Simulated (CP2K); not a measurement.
# GaSb (F-43m) in CP2K: band structure with PBE

Aim: the band structure of GaSb with PBE.

Everything below comes from runs of CP2K 2026.2. Logs are shortened: lines on timing, memory, paths and dates and some standing lists are left out, and cuts for length are marked.

**Measured values to compare with.**

A printed reference work, data compilation reports, for a bulk crystal of GaSb at 4.2 K: band gap 0.811 eV (direct).

How close the calculation comes is told below.

## Step 1: Starting point

The structure is cubic, space group F-43m (No. 216). Conventional cell: a = 6.118 Å, b = 6.118 Å, c = 6.118 Å, α = 90.00°, β = 90.00°, γ = 90.00°. Sb (site symmetry -43m) is surrounded by 4 Ga at 2.65 Å. Ga (site symmetry -43m) has 4 Sb at 2.65 Å as nearest neighbours.

## Step 2: Band structure, PBE

The input, gasb_bands.inp:

```
&GLOBAL
  PROJECT gasb_bands
  RUN_TYPE ENERGY_FORCE
  PRINT_LEVEL LOW
&END GLOBAL
&FORCE_EVAL
  METHOD QS
  STRESS_TENSOR ANALYTICAL
  &DFT
    BASIS_SET_FILE_NAME BASIS_MOLOPT_UZH
    POTENTIAL_FILE_NAME POTENTIAL_UZH
    &MGRID
      CUTOFF 450
      REL_CUTOFF 60
      NGRIDS 5
    &END MGRID
    &QS
      METHOD GPW
      EPS_DEFAULT 1.0E-10
    &END QS
    &KPOINTS
      SCHEME MONKHORST-PACK 8 8 8
      GAMMA_CENTERED T
      SYMMETRY T
      SYMMETRY_BACKEND SPGLIB
    &END KPOINTS
    &SCF
      SCF_GUESS ATOMIC
      EPS_SCF 1.0E-6
      MAX_SCF 100
      ADDED_MOS 10
      CHOLESKY OFF
      EPS_EIGVAL 1.0E-7
      &DIAGONALIZATION ON
        ALGORITHM STANDARD
      &END DIAGONALIZATION
      &MIXING ON
        METHOD BROYDEN_MIXING
        ALPHA 0.4
        BETA 1.5
        NBUFFER 8
      &END MIXING
      &SMEAR ON
        METHOD FERMI_DIRAC
        ELECTRONIC_TEMPERATURE [K] 580.226
      &END SMEAR
    &END SCF
    &XC
      &XC_FUNCTIONAL PBE
      &END XC_FUNCTIONAL
    &END XC
    &PRINT
      &KPOINTS ON
      &END KPOINTS
      &MULLIKEN ON
      &END MULLIKEN
      &MO ON
        ENERGIES T
        OCCUPATION_NUMBERS T
        &EACH
          QS_SCF 0
        &END EACH
        ADD_LAST NUMERIC
      &END MO
      &BAND_STRUCTURE
        FILE_NAME bands.bs
        ADDED_MOS 6
        &KPOINT_SET
          UNITS B_VECTOR
          NPOINTS 6
          SPECIAL_POINT GAMMA 0.00000000 0.00000000 0.00000000
          SPECIAL_POINT X 0.50000000 0.00000000 0.50000000
          SPECIAL_POINT W 0.50000000 0.25000000 0.75000000
          SPECIAL_POINT K 0.37500000 0.37500000 0.75000000
          SPECIAL_POINT GAMMA 0.00000000 0.00000000 0.00000000
          SPECIAL_POINT L 0.50000000 0.50000000 0.50000000
          SPECIAL_POINT U 0.62500000 0.25000000 0.62500000
          SPECIAL_POINT W 0.50000000 0.25000000 0.75000000
          SPECIAL_POINT L 0.50000000 0.50000000 0.50000000
          SPECIAL_POINT K 0.37500000 0.37500000 0.75000000
        &END KPOINT_SET
        &KPOINT_SET
          UNITS B_VECTOR
          NPOINTS 6
          SPECIAL_POINT U 0.62500000 0.25000000 0.62500000
          SPECIAL_POINT X 0.50000000 0.00000000 0.50000000
        &END KPOINT_SET
      &END BAND_STRUCTURE
    &END PRINT
  &END DFT
  &SUBSYS
    &CELL
      A 4.3260792873 0.0000000000 0.0000000000
      B 2.1630396436 3.7464945616 0.0000000000
      C 2.1630396436 1.2488315205 3.5322289469
      PERIODIC XYZ
    &END CELL
    &COORD
      SCALED
      Sb  0.7500000000 0.7500000000 0.7500000000
      Ga  0.0000000000 0.0000000000 0.0000000000
    &END COORD
    &KIND Sb
      BASIS_SET TZVP-MOLOPT-PBE-GTH-q5
      POTENTIAL GTH-PBE-q5
    &END KIND
    &KIND Ga
      BASIS_SET TZVP-MOLOPT-PBE-GTH-q13
      POTENTIAL GTH-PBE-q13
    &END KIND
    &PRINT
      &ATOMIC_COORDINATES ON
      &END ATOMIC_COORDINATES
      &CELL ON
      &END CELL
    &END PRINT
  &END SUBSYS
  &PRINT
    &FORCES ON
    &END FORCES
    &STRESS_TENSOR ON
    &END STRESS_TENSOR
  &END PRINT
&END FORCE_EVAL
```

Potentials or basis: POTENTIAL_UZH Sb GTH-PBE-q5, Ga GTH-PBE-q13; TZVP-MOLOPT-PBE-GTH basis.

Launch:

```console
$ OMP_NUM_THREADS=1 cp2k.psmp -i gasb_bands.inp -o gasb_bands.out
```

gasb_bands.out:

```text

 CP2K| version string:                                       CP2K version 2026.2
 CP2K| Input file name                                            gasb_bands.inp

 GLOBAL| Force Environment number                                              1
 GLOBAL| Basis set file name                                    BASIS_MOLOPT_UZH
 GLOBAL| Potential file name                                       POTENTIAL_UZH
 GLOBAL| MM Potential file name                                     MM_POTENTIAL
 GLOBAL| Coordinate file name                                      __STD_INPUT__
 GLOBAL| Method name                                                        CP2K
 GLOBAL| Project name                                                 gasb_bands
 GLOBAL| Run type                                                   ENERGY_FORCE
 GLOBAL| FFT library                                                       FFTW3
[... 6 lines left out ...]
 GLOBAL| Total number of message passing processes                             1
 GLOBAL| Number of threads for this process                                    1
 GLOBAL| CPU model name                                                  UNKNOWN

 CELL| Volume [angstrom^3]:                                            57.249069
 CELL| Vector a [angstrom]:       4.326     0.000     0.000   |a| =     4.326079
 CELL| Vector b [angstrom]:       2.163     3.746     0.000   |b| =     4.326079
 CELL| Vector c [angstrom]:       2.163     1.249     3.532   |c| =     4.326079
 CELL| Angle (b,c), alpha [degree]:                                    60.000000
 CELL| Angle (a,c), beta  [degree]:                                    60.000000
 CELL| Angle (a,b), gamma [degree]:                                    60.000000
 CELL| Numerically orthorhombic:                                              NO
 CELL| Periodicity                                                           XYZ

 CELL_REF| Volume [angstrom^3]:                                        57.249069
 CELL_REF| Vector a [angstrom     4.326     0.000     0.000   |a| =     4.326079
 CELL_REF| Vector b [angstrom     2.163     3.746     0.000   |b| =     4.326079
 CELL_REF| Vector c [angstrom     2.163     1.249     3.532   |c| =     4.326079
 CELL_REF| Angle (b,c), alpha [degree]:                                60.000000
 CELL_REF| Angle (a,c), beta  [degree]:                                60.000000
 CELL_REF| Angle (a,b), gamma [degree]:                                60.000000
 CELL_REF| Numerically orthorhombic:                                          NO
 CELL_REF| Periodicity                                                       XYZ
[... 12 lines left out ...]
                             - Atoms:                                          2
                             - Shell sets:                                     2
                             - Shells:                                        17
                             - Primitive Cartesian functions:                 10
                             - Cartesian basis functions:                     58
                             - Spherical basis functions:                     51

  Maximum angular momentum of- Orbital basis functions:                        3
                             - Local part of the GTH pseudopotential:          0
                             - Non-local part of the GTH pseudopotential:      4

 MODULE QUICKSTEP: ATOMIC COORDINATES IN ANGSTROM

   Atom Kind Element         X             Y             Z       Z(eff)     Mass
      1    1 Sb   51      6.489119      3.746495      2.649172   5.0000 121.7600
      2    2 Ga   31      0.000000      0.000000      0.000000  13.0000  69.7230

 SCF PARAMETERS         Density guess:                                    ATOMIC
                        --------------------------------------------------------
                        max_scf:                                             100
[... 7 lines left out ...]
                        --------------------------------------------------------
                        level_shift [a.u.]:                             0.000000
                        added MOs                                        10    0
                        --------------------------------------------------------
                        Mixing method:                            BROYDEN_MIXING
[... 11 lines left out ...]
 *******************************************************************************
 BRILLOUIN| K-point scheme                                        Monkhorst-Pack
 BRILLOUIN| K-Point grid                                             8    8    8
 BRILLOUIN| Gamma-centered k-point mesh                                     ON
 BRILLOUIN| K-point symmetry accuracy                               0.100000E-05
 BRILLOUIN| K-Point point group symmetrization                                ON
 BRILLOUIN| Symmetry backend                                             SPGLIB
 BRILLOUIN| Symmetry reduction method                                    SPGLIB
 BRILLOUIN| Wavefunction type                                            COMPLEX
 BRILLOUIN| List of Kpoints [2 Pi/Bohr]                                       29
 BRILLOUIN| Number           Weight            X              Y              Z
 BRILLOUIN|     1           0.01562       -0.37500       -0.37500       -0.37500
 BRILLOUIN|     2           0.04688       -0.37500       -0.37500       -0.25000
 BRILLOUIN|     3           0.04688       -0.37500       -0.37500       -0.12500
 BRILLOUIN|     4           0.01172       -0.37500       -0.37500        0.00000
 BRILLOUIN|     5           0.04688       -0.37500       -0.37500        0.12500
 BRILLOUIN|     6           0.02344       -0.37500       -0.37500        0.25000
[... 21 lines left out ...]
 BRILLOUIN|    28           0.00781        0.00000        0.00000        0.50000
 BRILLOUIN|    29           0.00586        0.00000        0.50000        0.50000
 *******************************************************************************

 Extrapolation method: initial_guess

 Number of electrons:                                                         18
 Number of occupied orbitals:                                                  9
 Number of molecular orbitals:                                                19

 Number of orbital functions:                                                 51
 Number of independent orbital functions:                                     51

 SCF WAVEFUNCTION OPTIMIZATION

  Step     Update method      Time    Convergence         Total energy    Change
  ------------------------------------------------------------------------------
     1 NoMix/Diag. 0.40E+00    2.6     0.85759352       -80.2290179573 -8.02E+01
     2 Broy./Diag. 0.40E+00    2.5     0.01343665       -80.1873481150  4.17E-02
     3 Broy./Diag. 0.40E+00    2.5     0.03350036       -80.1094392471  7.79E-02
     4 Broy./Diag. 0.40E+00    2.5     0.00860910       -80.1004361944  9.00E-03
     5 Broy./Diag. 0.40E+00    2.5     0.00576627       -80.1280799072 -2.76E-02
     6 Broy./Diag. 0.40E+00    2.5     0.00514173       -80.1366813609 -8.60E-03
     7 Broy./Diag. 0.40E+00    2.5     0.00206585       -80.1368704904 -1.89E-04
     8 Broy./Diag. 0.40E+00    2.5     0.00064165       -80.1383744907 -1.50E-03
     9 Broy./Diag. 0.40E+00    2.5     0.00009861       -80.1389289533 -5.54E-04
    10 Broy./Diag. 0.40E+00    2.5     0.00004591       -80.1389714319 -4.25E-05
    11 Broy./Diag. 0.40E+00    2.5     0.00006336       -80.1390144789 -4.30E-05
    12 Broy./Diag. 0.40E+00    2.5     0.00000833       -80.1390156841 -1.21E-06
    13 Broy./Diag. 0.40E+00    2.5     0.00000457       -80.1390039460  1.17E-05
    14 Broy./Diag. 0.40E+00    2.5     0.00000052       -80.1390008832  3.06E-06

  *** SCF run converged in    14 steps ***

  Electronic density on regular grids:        -17.9999999575        0.0000000425
  Core density on regular grids:               17.9999999972       -0.0000000028
  Total charge density on r-space grids:        0.0000000397
  Total charge density g-space grids:           0.0000000397

  Overlap energy of the core charge distribution:               0.00000000347340
  Self energy of the core charge distribution:               -109.24705457334224
  Core Hamiltonian energy:                                     31.71338550785620
  Hartree energy:                                               8.99974935731106
  Exchange-correlation energy:                                -11.60506496077437
  Electronic entropic energy:                                  -0.00001621759793
  Fermi energy:                                                 0.14770783551248

  Total energy:                                               -80.13900088317344
  Total energy (extrapolated to T->0):                        -80.13899277437447

 MO| EIGENVALUES AND OCCUPATION NUMBERS FOR K POINT 1
 MO|
 MO|  Index      Eigenvalue [a.u.]        Eigenvalue [eV]             Occupation
 MO|      1              -0.410202             -11.162155               2.000000
 MO|      2              -0.409083             -11.131702               2.000000
 MO|      3              -0.409083             -11.131701               2.000000
 MO|      4              -0.407603             -11.091440               2.000000
 MO|      5              -0.407603             -11.091440               2.000000
 MO|      6              -0.230842              -6.281529               2.000000
[... 11 lines left out ...]
 MO|     18               0.663355              18.050799               0.000000
[... 318 lines left out ...]
 MO|      5              -0.407558             -11.090220               2.000000
 MO|      6              -0.217151              -5.908979               2.000000
[... 11 lines left out ...]
 MO|     18               0.661389              17.997309               0.000000
 MO|     19               0.702130              19.105923               0.000000
 MO| Sum:                                                              18.000000
 MO| E(Fermi):            0.147708 a.u.          4.019335 eV

 [... the levels of further k-points ...]

 !-----------------------------------------------------------------------------!
                     Mulliken Population Analysis

 #  Atom  Element  Kind  Atomic population                           Net charge
       1     Sb       1          4.632574                              0.367426
       2     Ga       2         13.367426                             -0.367426
 # Total charge                             18.000000                 -0.000000

 !-----------------------------------------------------------------------------!

 KPOINTS| Band Structure Calculation
 KPOINTS| Number of k-point sets                                               2
 KPOINTS| Number of added MOs/bands                                            6
 KPOINTS| Number of k-points in set    1                                      55
 KPOINTS| In units of b-vector [2pi/Bohr]
 KPOINTS| Special point     1       GAMMA     0.000000     0.000000     0.000000
 KPOINTS| Special point     2           X     0.500000     0.000000     0.500000
 KPOINTS| Special point     3           W     0.500000     0.250000     0.750000
 KPOINTS| Special point     4           K     0.375000     0.375000     0.750000
 KPOINTS| Special point     5       GAMMA     0.000000     0.000000     0.000000
 KPOINTS| Special point     6           L     0.500000     0.500000     0.500000
 KPOINTS| Special point     7           U     0.625000     0.250000     0.625000
 KPOINTS| Special point     8           W     0.500000     0.250000     0.750000
 KPOINTS| Special point     9           L     0.500000     0.500000     0.500000
 KPOINTS| Special point    10           K     0.375000     0.375000     0.750000
 KPOINTS| Number of k-points in set    2                                       7
 KPOINTS| In units of b-vector [2pi/Bohr]
 KPOINTS| Special point     1           U     0.625000     0.250000     0.625000
 KPOINTS| Special point     2           X     0.500000     0.000000     0.500000

 ENERGY| Total FORCE_EVAL ( QS ) energy [hartree]            -80.138999302810774

 FORCES| Atomic forces [hartree/bohr]
 FORCES|   Atom     x               y               z               |f|
 FORCES|      1 -3.02995105E-05 -1.74682859E-05 -1.23825716E-05   3.71016095E-05
 FORCES|      2 -2.14940614E-05 -1.24347111E-05 -8.76196887E-06   2.63322770E-05
 FORCES| Sum    -5.17935719E-05 -2.99029969E-05 -2.11445405E-05
 FORCES| Total atomic force                                       6.34338625E-05

 STRESS| Analytical stress tensor [bar]
 STRESS|                        x                   y                   z
 STRESS|      x        2.97498198339E+04   3.00964383264E+02   2.12564689118E+02
 STRESS|      y        3.00964383264E+02   2.94024946936E+04   1.22947424242E+02
 STRESS|      z        2.12564689118E+02   1.22947424242E+02   2.93158869063E+04
 STRESS| 1/3 Trace                                             2.94894004780E+04
 STRESS| Determinant                                           2.56387430234E+13

 STRESS| Eigenvectors and eigenvalues of the analytical stress tensor [bar]
 STRESS|                        1                   2                   3
 STRESS| Eigenvalues   2.92286296075E+04   2.92291234003E+04   3.00104484260E+04
 STRESS|      x          -0.377202021279     -0.437265683711      0.816405142679
 STRESS|      y           0.872524228532      0.127774755350      0.471566625748
 STRESS|      z          -0.310515870395      0.890209151685      0.333328007357
```

Run time: 42 s. Hardware: 1 thread of Arm Neoverse V1, shared host; peak memory 0.32 GiB.

What came out:

- Free energy: -2180.6931 eV
- Pressure: 2.9 GPa
- Band gap on the k mesh: 0.08 eV, direct
- Band gap along the path: 0.08 eV, direct
- Mulliken charges: Sb +0.37; Ga -0.37 e

Levels at the corners of the path, in eV from the valence-band top:
```csv
point,band 5,band 6,band 7,band 8,band 9,band 10,band 11,band 12,band 13,band 14
Γ,-15.03,-11.47,0.00,0.00,0.00,0.08,2.81,2.81,2.81,6.82
X,-15.02,-9.00,-6.83,-2.57,-2.57,0.90,1.25,8.89,8.89,10.35
W,-15.03,-8.96,-6.70,-3.35,-3.14,3.71,4.37,4.54,4.83,10.20
K,-15.03,-9.07,-6.65,-3.62,-2.19,1.41,3.93,6.77,6.97,7.71
Γ,-15.03,-11.47,0.00,0.00,0.00,0.08,2.81,2.81,2.81,6.82
L,-15.03,-9.84,-6.38,-1.15,-1.15,0.41,3.78,3.78,6.94,9.74
U,-15.03,-9.07,-6.65,-3.62,-2.19,1.41,3.93,6.77,6.97,7.71
W,-15.03,-8.96,-6.70,-3.35,-3.14,3.71,4.37,4.54,4.83,10.20
L,-15.03,-9.84,-6.38,-1.15,-1.15,0.41,3.78,3.78,6.94,9.74
K,-15.03,-9.07,-6.65,-3.62,-2.19,1.41,3.93,6.77,6.97,7.71
U,-15.03,-9.07,-6.65,-3.62,-2.19,1.41,3.93,6.77,6.97,7.71
X,-15.02,-9.00,-6.83,-2.57,-2.57,0.90,1.25,8.89,8.89,10.35
```

Caveat: Mulliken charges move with the basis; spin-orbit coupling is left out, which moves the levels of the heavy elements; the basis of atomic orbitals isn't converged, which shifts pressures, moduli and gaps.

## Step 3: Against experiment

Step 2. Measured gap of GaSb: 0.811 eV (direct; 4.2 K; a printed reference work, data compilation). This calculation gives 0.08 eV (-0.73 eV). Spin-orbit coupling on Ga, Sb is left out. The value is that of PBE in an atomic basis (POTENTIAL_UZH Sb GTH-PBE-q5, Ga GTH-PBE-q13; TZVP-MOLOPT-PBE-GTH basis), whose error adds to the functional's,, without temperature or zero-point motion. Semilocal functionals fall short of measured gaps as a rule.
